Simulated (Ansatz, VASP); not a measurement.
# One calculation of Al2Au, two programs

```
Au Al
1.0
     0.00000    2.93876    2.93876
     2.93876    0.00000    2.93876
     2.93876    2.93876    0.00000
Au Al
1 2
Direct
  0.00000 0.00000 0.00000
  0.75000 0.75000 0.75000
  0.25000 0.25000 0.25000
```

Change from the starting cell: volume scaled by 0.94.

Alike in both runs: task single point; functional PBEsol; k mesh 8 × 8 × 8; occupations fermi-dirac, width 0.05 eV; no spin polarisation.

|  | VASP | Ansatz |
| --- | --- | --- |
| version | VASP 6.6.1 | Ansatz 0.2.0 |
| potentials or method | VASP PAW PBE potentials, release 64 (Au, Al), cutoff 520 eV | all-electron LAPW, scalar-relativistic |

|  | VASP | Ansatz | Ansatz less VASP |
| --- | --- | --- | --- |
| gap on the k mesh at the Fermi level (eV) | none | none | - |
| pressure (GPa) | 8.1 | 8.3 | +0.16 |

A gap of «none» marks a metal or a gap that the smearing closes. Ansatz ran all-electron here, so the differences hold the error of VASP's frozen core and of both bases.

Caveats: the PAW data sets were made with another functional, which shifts forces and pressure a little (VASP). Spin-orbit coupling is left out, which matters for the levels of Au.
